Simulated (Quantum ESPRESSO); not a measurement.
## HfC: equation of state with r2SCAN

Crystal: HfC.

```
CELL_PARAMETERS angstrom
0.00000 2.32500 2.32500
2.32500 0.00000 2.32500
2.32500 2.32500 0.00000
ATOMIC_POSITIONS crystal
Hf 0.50000 0.50000 0.50000
C 0.00000 0.00000 0.00000
```

* Program: Quantum ESPRESSO 7.5
* Task: equation of state
* Functional: r2SCAN
* Potentials or basis: SG15 PBE 1.2
* Cutoff: 1197 eV
* Density cutoff: 4789 eV
* k mesh: 8 × 8 × 8
* Occupations: fermi-dirac, width 0.05 eV
* Spin: no spin polarisation
* Symmetry: off
* Mixing beta: 0.5
* Most SCF iterations: 120
* SCF threshold: 1e-08 Ry

| Property | Result |
| --- | --- |
| Equilibrium volume | 12.03 Å³/atom |
| Bulk modulus | 253 GPa |
| Pressure derivative of the bulk modulus | 3.9 |

Energy against volume, from the lowest point:
| volume (Å³/atom) | energy (meV/atom) |
| --- | --- |
| 11.814 | 3.13 |
| 12.065 | 0.00 |
| 12.317 | 5.05 |
| 12.568 | 17.48 |
| 12.819 | 36.56 |
| 13.071 | 61.65 |
| 13.322 | 92.20 |

All runs of the series together: 39 min on 2 threads of Intel(R) Xeon(R) Platinum 8488C (Sapphire Rapids), with other jobs on the host.

Caveat: the potentials were made for another functional, which shifts forces and pressure. Spin-orbit coupling is left out, which matters for the levels of Hf.
